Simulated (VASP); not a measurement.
## CdS (strained h-MgO (five-fold)), r²SCAN single-point calculation: VASP's output and Ansatz's

POSCAR

```
Cd S
 1.0000000000000000
     4.6404183262138199    0.0000000000000000    0.0000000000000000
    -2.3202091631069099    4.0187201546880322    0.0000000000000000
     0.0000000000000000    0.0000000000000000    6.0504691820999996
 Cd  S
   2   2
Cartesian
  0.0000000000000000  2.6791467697920215  1.5126172955249999
  2.3202091631069099  1.3395733848960107  4.5378518865749999
  2.3202091631069099  1.3395733848960107  1.5126172955249999
  0.0000000000000000  2.6791467697920215  4.5378518865749999
```

VASP ran with the recommended PBE PAW datasets (36 valence electrons in the cell).

From OUTCAR

```
k-points           NKPTS =     21   k-points in BZ     NKDIM =     21   number of bands    NBANDS=     26

   NELECT =      36.0000    total number of electrons

   dimension x,y,z NGX =    36 NGY =   36 NGZ =   48
   dimension x,y,z NGXF=    72 NGYF=   72 NGZF=   96

  energy-cutoff  :      520.00
  volume of cell :      112.83
      direct lattice vectors                 reciprocal lattice vectors
     4.640418326  0.000000000  0.000000000     0.215497813  0.124417720  0.000000000
    -2.320209163  4.018720155  0.000000000     0.000000000  0.248835441  0.000000000
     0.000000000  0.000000000  6.050469182     0.000000000  0.000000000  0.165276439

 k-points in reciprocal lattice and weights: KPOINTS created by Atomic Simulation Env
   0.00000000  0.00000000  0.00000000       0.007
   0.16666667  0.00000000  0.00000000       0.042
   0.33333333  0.00000000  0.00000000       0.042
   0.50000000  0.00000000  0.00000000       0.021
   0.16666667  0.16666667  0.00000000       0.042
   0.33333333  0.16666667  0.00000000       0.083
   0.33333333  0.33333333  0.00000000       0.014
   0.00000000  0.00000000  0.25000000       0.014
   ...

 E-fermi :   0.2241

 k-point     1 :       0.0000    0.0000    0.0000
  band No.  band energies     occupation
      1     -11.9492      2.00000
      2     -11.4429      2.00000
      3      -7.5785      2.00000
      4      -7.5785      2.00000
      5      -7.5738      2.00000
      6      -7.5738      2.00000
      7      -7.3754      2.00000
      8      -7.3754      2.00000
      9      -7.3543      2.00000
     10      -7.2487      2.00000
     11      -7.2487      2.00000
     12      -6.8181      2.00000
     13      -2.7702      2.00000
     14      -0.8973      2.00000
     15      -0.8973      2.00000
     16      -0.1300      2.00000
     17      -0.1300      2.00000
     18       0.0138      2.00000
     19       1.1988      0.00000
     20       1.4096      0.00000
     21       6.3109      0.00000
     22       6.3109      0.00000
     23       7.5633      0.00000
     24       7.5633      0.00000
     25       8.8285      0.00000
     26       9.1702      0.00000

 k-point     2 :       0.1667    0.0000    0.0000
  band No.  band energies     occupation
      1     -11.8790      2.00000
      2     -11.4302      2.00000
      3      -7.5484      2.00000
      4      -7.5472      2.00000
      5      -7.5342      2.00000
      6      -7.5341      2.00000
      7      -7.3841      2.00000
      8      -7.3839      2.00000
      9      -7.3350      2.00000
     10      -7.2696      2.00000
     11      -7.2435      2.00000
     12      -6.8316      2.00000
     13      -2.5811      2.00000
     14      -1.7390      2.00000
     15      -1.1644      2.00000
     16      -1.1149      2.00000
     17      -0.2730      2.00000
     18      -0.1143      2.00000
     19       2.2426      0.00000
     20       2.2940      0.00000
     21       5.7441      0.00000
     22       6.9194      0.00000
     23       7.3416      0.00000
     24       8.1067      0.00000
     25       8.1460      0.00000
     26       9.0109      0.00000

 k-point     3 :       0.3333    0.0000    0.0000
  band No.  band energies     occupation
      1     -11.7187      2.00000
      2     -11.4230      2.00000
      3      -7.4805      2.00000
      4      -7.4698      2.00000
      5      -7.4527      2.00000
      6      -7.4220      2.00000
      7      -7.4035      2.00000
      8      -7.3998      2.00000
      9      -7.3064      2.00000
     10      -7.2715      2.00000
     11      -7.2349      2.00000
     12      -6.8979      2.00000
     13      -2.7918      2.00000
     14      -2.2254      2.00000
     15      -2.1012      2.00000
     16      -1.6193      2.00000
     17      -0.5707      2.00000
     18      -0.4821      2.00000
     19       2.9500      0.00000
     20       3.4447      0.00000
     21       5.9786      0.00000
     22       7.0856      0.00000
     23       7.5420      0.00000
     24       8.5156      0.00000
     25       8.7324      0.00000
     26       8.8934      0.00000

 ...

  Total       -5.2803571     -5.2803571     -4.0165508      0.0000000      0.0000000      0.0000000
  in kB      -74.9790485    -74.9790485    -57.0334824      0.0000000      0.0000000      0.0000000
  external PRESSURE =     -68.9971931 kB  Pullay stress =       0.0000000 kB

 POSITION                                       TOTAL-FORCE (eV/Angst)
 -----------------------------------------------------------------------------------
      0.00000      2.67915      1.51262         0.000000     -0.000000      0.000000
      2.32021      1.33957      4.53785        -0.000000     -0.000000     -0.000000
      2.32021      1.33957      1.51262         0.000000      0.000000      0.000000
      0.00000      2.67915      4.53785        -0.000000     -0.000000      0.000000
 -----------------------------------------------------------------------------------
    total drift:                                0.000000     -0.000000     -0.000000

  FREE ENERGIE OF THE ION-ELECTRON SYSTEM (eV)
  ---------------------------------------------------
  free  energy   TOTEN  =       -58.6815776727 eV

  energy  without entropy=      -58.6815776727  energy(sigma->0) =      -58.68157767
```

Datasets and cutoffs are each program's own. VASP's cell holds 36 valence electrons and Ansatz's 52. Ansatz's stress includes a Pulay correction; VASP's doesn't.

Problem. What does Ansatz give for the same cell and level of theory?

Solution. gap between bands v and c 1.05 eV; least direct gap 1.20 eV; pressure -7.1 GPa.

Ansatz printed

```
SCF 1 converged in 7 iterations: F = -18350.508547 eV  dr2 = 4.50e-9
  greatest PAW one-centre occupation: 1.002 electrons in one spin orbital (limit 2), on the Cd atom at site 1 (counted from 0), in its partial waves of l = 1
NSCF: frozen V_eff on 6 k-points
SCF converged after 7 iterations
Free energy (F): -18350.508547 eV
Harris-Foulkes:  -18350.508547 eV  (|F-HF|=8.39e-9)
Internal energy: -18350.508547 eV  (E = F + TS)
E sigma→0 (E₀):  -18350.508547 eV
Fermi energy:    5.084437 eV
--- Per-component energies (eV) ---
  E_band       = -1142.481508
  E_kinetic    = 1216.619923
  E_local      = -8402.546231  (includes V_loc(G=0)·N_el)
  E_nonlocal   = 127.447777
  E_hartree    = 3841.923398
  E_xc         = -515.899381
  E_vxc        = -674.502959  (∫ρ·V_xc dr)
  E_paw        = -9433.460601  (= ΣΔE_a)
  E_vpaw       = -1136.500445  (= ΣTr[D̂ρ^β])
  E_aug_tail   = 0.000014  (compensation charges beyond the density's cutoff)
  E_vtau       = 43.153018  (kinetic-family band-sum trace: ∫τ·v_τ [+ j·A + Jᵃ·Aᵃ] dr)
  E_ewald      = -5183.244370
  E_core_change = -1.349075  (= ΣΔE_core)
  E_smearing   = -0.000000  (= −TS)
  E_closure    = -0.000000  (closes the sum)
  Σ components = -18350.508547   (vs F -18350.508547, Δ=0.00e0)
--- Forces (eV/Å), atoms counted from 1 ---
  atom   1  Cd     0.00000000     0.00000000     0.00000000
  atom   2  Cd     0.00000000    -0.00000000     0.00000000
  atom   3  S      0.00000000    -0.00000000     0.00000000
  atom   4  S      0.00000000     0.00000000     0.00000000
  max |Σ_I F_I| component: 3.70e-17 eV/Å
--- Stress (GPa, compression-positive) ---
       -7.690167      -0.000000       0.000000
        0.000000      -7.690167       0.000000
        0.000000       0.000000      -5.857544
  P = ⅓ Tr σ = -7.0793 GPa (-70.793 kbar)
--- Band table (eV; the first three rows and the last of 21) ---
  k-point 0: bands = ["-99.0792", "-99.0792", "-59.2513", "-59.2507", "-59.2394", "-59.2394", "-59.2392", "-59.2392", "-7.0143", "-6.5107", "-2.6892", "-2.6892", "-2.6848", "-2.6848", "-2.4899", "-2.4899", "-2.4655", "-2.3646", "-2.3646", "-1.9290", "2.1668", "4.0345", "4.0345", "4.7970", "4.7970", "4.9366", "6.1380", "6.3530", "11.2388", "11.2388", "12.4856"]
  k-point 1: bands = ["-99.0793", "-99.0792", "-59.2512", "-59.2508", "-59.2394", "-59.2394", "-59.2393", "-59.2393", "-6.9229", "-6.5614", "-2.6996", "-2.6996", "-2.6991", "-2.6991", "-2.4816", "-2.4587", "-2.4587", "-2.3738", "-2.3738", "-2.1456", "2.5115", "4.0961", "4.1551", "4.1551", "4.6984", "4.6984", "6.8807", "7.2575", "11.1747", "11.1747", "11.9982"]
  k-point 2: bands = ["-99.0792", "-99.0792", "-59.2510", "-59.2510", "-59.2393", "-59.2393", "-59.2393", "-59.2393", "-6.7217", "-6.7217", "-2.7103", "-2.7103", "-2.7103", "-2.7103", "-2.4202", "-2.4202", "-2.4067", "-2.4067", "-2.4067", "-2.4067", "3.2067", "3.2067", "4.4373", "4.4373", "4.4373", "4.4373", "7.9150", "7.9150", "11.3632", "11.3632", "11.3632"]
  k-point 20: bands = ["-99.0792", "-99.0792", "-59.2510", "-59.2510", "-59.2394", "-59.2394", "-59.2394", "-59.2394", "-6.5175", "-6.5175", "-2.6261", "-2.6261", "-2.5368", "-2.5368", "-2.4658", "-2.4658", "-2.4457", "-2.4457", "-2.1657", "-2.1657", "1.4342", "1.4342", "2.9424", "2.9424", "5.0844", "5.0844", "10.3854", "10.3854", "10.4202", "10.4202", "11.8734"]
```
